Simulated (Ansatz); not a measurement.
# PbS: the cost of one run

Method: DFT PBE+D3(BJ), scalar-relativistic, plane waves, PAW, in Ansatz 0.2.0.

## (1) The system as given

The structure is cubic, space group Pm-3m (No. 221). The conventional cell has a = 3.654 Å, b = 3.654 Å, c = 3.654 Å, α = 90.00°, β = 90.00°, γ = 90.00°. Pb (site symmetry m-3m) is surrounded by 8 S at 3.16 Å. S (site symmetry m-3m) has 8 Pb at 3.16 Å as nearest neighbours.

Coordinates:

```xyz
2
Lattice="3.6537 0.0000 0.0000 0.0000 3.6537 0.0000 0.0000 0.0000 3.6537" Properties=species:S:1:pos:R:3 pbc="T T T"
Pb    0.0000    0.0000    0.0000
S     1.8268    1.8268    1.8268
```

Source of the structure: the Materials Project (structure only).

## (2) Probe: one point at the start

input.yaml

```yaml
crystal:
  lattice:
    - [3.653659, 0.0, 0.0]
    - [0.0, 3.653659, 0.0]
    - [0.0, 0.0, 3.653659]
  atoms:
    - { symbol: Pb, position: [0.0, 0.0, 0.0] }
    - { symbol: S, position: [0.5, 0.5, 0.5] }
basis:
  ecutwfc: 420
kpoints:
  mp_grid: { grid: [6, 6, 6] }
hamiltonian:
  xc: pbe
  dispersion: d3bj
scf:
  occupations: { method: gaussian, width: 0.1 }
output:
  forces: true
  stress: true
  eigenvalues: true
```

On the command line:

```bash
> ansatz run input.yaml --threads 1 --pin off --max-ram 1228MiB --backend cpu --events-out ev --progress --plain --runs-dir out
```

Q: Estimate wall time and peak memory on 1 thread of an x86-64 CPU, shared host.

About 2.2 s, with a peak of 0.35 GiB.
